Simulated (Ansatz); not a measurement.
A calculation with Ansatz 0.2.0 of K (native input, structure typed inline):

input.yaml

```yaml
crystal:
  lattice:
    - [-2.697558515, 2.697558515, 2.697558515]
    - [2.697558515, -2.697558515, 2.697558515]
    - [2.697558515, 2.697558515, -2.697558515]
  atoms:
    - { symbol: K, position: [0.0, 0.0, 0.0] }
hamiltonian:
  xc: pbe
  pseudopotentials: { kind: paw }
kpoints:
  mp_grid: { grid: [6, 6, 6] }
scf:
  occupations: { method: cold, width: 0.01 }
phonons:
  method: dfpt
  qmesh: [2, 2, 2]
  temperatures: { t_max: 1000, t_step: 100 }
  qpath:
    path:
      - [[0.0, 0.0, 0.0], [0.5, -0.5, 0.5], [0.0, 0.0, 0.5], [0.0, 0.0, 0.0], [0.25, 0.25, 0.25], [0.5, -0.5, 0.5]]
      - [[0.25, 0.25, 0.25], [0.0, 0.0, 0.5]]
    npoints: 8
```

Potentials or basis: Ansatz PAW.

Command:

```bash
$ ansatz run input.yaml --threads 2 --pin off --max-ram 5120MiB --backend cpu --events-out ev --progress --plain --runs-dir out
```

**Question.** Write the same calculation in another form: ASE script, structure from a CIF.

**Answer.** As run:

The input run.py:

```python
import json

import ase.io
import numpy as np
import spglib

import ansatz as az

atoms = ase.io.read("K.cif")
cell, frac, numbers = spglib.find_primitive((atoms.cell[:], atoms.get_scaled_positions(), atoms.numbers), symprec=1e-5)
atoms = ase.Atoms(numbers, cell=cell, scaled_positions=frac, pbc=True)

calculation = (
    az.Crystal.from_ase(atoms)
    .calculation()
    .kpoints(6, 6, 6)
    .functional("pbe")
    .pseudopotentials(kind="paw")
    .occupations(method="cold", width=0.01)
    .phonons(method="dfpt", mesh=(2, 2, 2), temperatures=(0.0, 1000.0, 100.0), path=(((0.0, 0.0, 0.0), (0.5,
        -0.5, 0.5), (0.0, 0.0, 0.5), (0.0, 0.0, 0.0), (0.25, 0.25, 0.25), (0.5, -0.5, 0.5)), ((0.25, 0.25, 0.25),
        (0.0, 0.0, 0.5))), intervals=8)
)
outcome = calculation.run(threads=2, events_out="events.jsonl")

report = outcome.report
for line in open("events.jsonl"):
    event = json.loads(line)
    if event["event"] == "scf_iter":
        d = event["data"]
        print(f"SCF {d['iter']:3d}  HF = {d['harris_foulkes_ev']:.6f} eV  dr2 = {d['dr2_ev']:.2e} eV")
    elif event["event"] in ("relax_step", "md_step"):
        d = event["data"]
        print(f"{event['event']} {d['step']:3d}  E = {d['lagrangian_ev']:.6f} eV")
np.set_printoptions(precision=5, suppress=True, linewidth=110)
print("converged:", report["converged"], "after", report["n_iterations"], "iterations")
print(f"free energy {report['free_energy_ev']:.6f} eV, Fermi level {report['fermi_energy_ev']:.4f} eV")
for key in ("band_edges_ev", "magnetization_mub", "site_moments_mub", "site_moments_nc_mub", "forces_ev_ang",
                "stress_gpa"):
    if report.get(key) is not None:
        print(key, np.array(report[key]), sep="\n")
```

File K.cif:

```cif
data_K
_cell_length_a 5.39511703
_cell_length_b 5.39511703
_cell_length_c 5.39511703
_cell_angle_alpha 90.00000000
_cell_angle_beta 90.00000000
_cell_angle_gamma 90.00000000
_space_group_name_H-M_alt 'Im-3m'
_space_group_name_Hall '-I 4 2 3'
_space_group_IT_number 229
loop_
_space_group_symop_operation_xyz
'x,y,z'
'-x,-y,-z'
'-y,x,z'
'y,-x,-z'
'-x,-y,z'
'x,y,-z'
'y,-x,z'
'-y,x,-z'
'x,-y,-z'
'-x,y,z'
'-y,-x,-z'
'y,x,z'
'-x,y,-z'
'x,-y,z'
'y,x,-z'
'-y,-x,z'
'z,x,y'
'-z,-x,-y'
'z,-y,x'
'-z,y,-x'
'z,-x,-y'
'-z,x,y'
'z,y,-x'
'-z,-y,x'
'-z,x,-y'
'z,-x,y'
'-z,-y,-x'
'z,y,x'
'-z,-x,y'
'z,x,-y'
'-z,y,x'
'z,-y,-x'
'y,z,x'
'-y,-z,-x'
'x,z,-y'
'-x,-z,y'
'-y,z,-x'
'y,-z,x'
'-x,z,y'
'x,-z,-y'
'-y,-z,x'
'y,z,-x'
'-x,-z,-y'
'x,z,y'
'y,-z,-x'
'-y,z,x'
'x,-z,y'
'-x,z,-y'
'x+1/2,y+1/2,z+1/2'
'-x+1/2,-y+1/2,-z+1/2'
'-y+1/2,x+1/2,z+1/2'
'y+1/2,-x+1/2,-z+1/2'
'-x+1/2,-y+1/2,z+1/2'
'x+1/2,y+1/2,-z+1/2'
'y+1/2,-x+1/2,z+1/2'
'-y+1/2,x+1/2,-z+1/2'
'x+1/2,-y+1/2,-z+1/2'
'-x+1/2,y+1/2,z+1/2'
'-y+1/2,-x+1/2,-z+1/2'
'y+1/2,x+1/2,z+1/2'
'-x+1/2,y+1/2,-z+1/2'
'x+1/2,-y+1/2,z+1/2'
'y+1/2,x+1/2,-z+1/2'
'-y+1/2,-x+1/2,z+1/2'
'z+1/2,x+1/2,y+1/2'
'-z+1/2,-x+1/2,-y+1/2'
'z+1/2,-y+1/2,x+1/2'
'-z+1/2,y+1/2,-x+1/2'
'z+1/2,-x+1/2,-y+1/2'
'-z+1/2,x+1/2,y+1/2'
'z+1/2,y+1/2,-x+1/2'
'-z+1/2,-y+1/2,x+1/2'
'-z+1/2,x+1/2,-y+1/2'
'z+1/2,-x+1/2,y+1/2'
'-z+1/2,-y+1/2,-x+1/2'
'z+1/2,y+1/2,x+1/2'
'-z+1/2,-x+1/2,y+1/2'
'z+1/2,x+1/2,-y+1/2'
'-z+1/2,y+1/2,x+1/2'
'z+1/2,-y+1/2,-x+1/2'
'y+1/2,z+1/2,x+1/2'
'-y+1/2,-z+1/2,-x+1/2'
'x+1/2,z+1/2,-y+1/2'
'-x+1/2,-z+1/2,y+1/2'
'-y+1/2,z+1/2,-x+1/2'
'y+1/2,-z+1/2,x+1/2'
'-x+1/2,z+1/2,y+1/2'
'x+1/2,-z+1/2,-y+1/2'
'-y+1/2,-z+1/2,x+1/2'
'y+1/2,z+1/2,-x+1/2'
'-x+1/2,-z+1/2,-y+1/2'
'x+1/2,z+1/2,y+1/2'
'y+1/2,-z+1/2,-x+1/2'
'-y+1/2,z+1/2,x+1/2'
'x+1/2,-z+1/2,y+1/2'
'-x+1/2,z+1/2,-y+1/2'
loop_
_atom_site_label
_atom_site_type_symbol
_atom_site_symmetry_multiplicity
_atom_site_Wyckoff_symbol
_atom_site_fract_x
_atom_site_fract_y
_atom_site_fract_z
_atom_site_occupancy
K1 K 2 a 0.0000000000 0.0000000000 0.0000000000 1
```

Potentials or basis: Ansatz PAW.

Launch:

```console
$ python run.py
```

Both were run:

|  | native input, structure typed inline | ASE script, structure from a CIF |
| --- | --- | --- |
| Band gap on the k mesh | none (metal or under the smearing width) | none (metal or under the smearing width) |
| Highest phonon frequency | 45 cm⁻¹ | 45 cm⁻¹ |
| Most unstable mode | 22i cm⁻¹ | 22i cm⁻¹ |

Keys that steer only the numerical path or the files written may differ.

Caveat: some modes are imaginary; the q mesh is small, so phonon branches between its points and thermal values are rough.
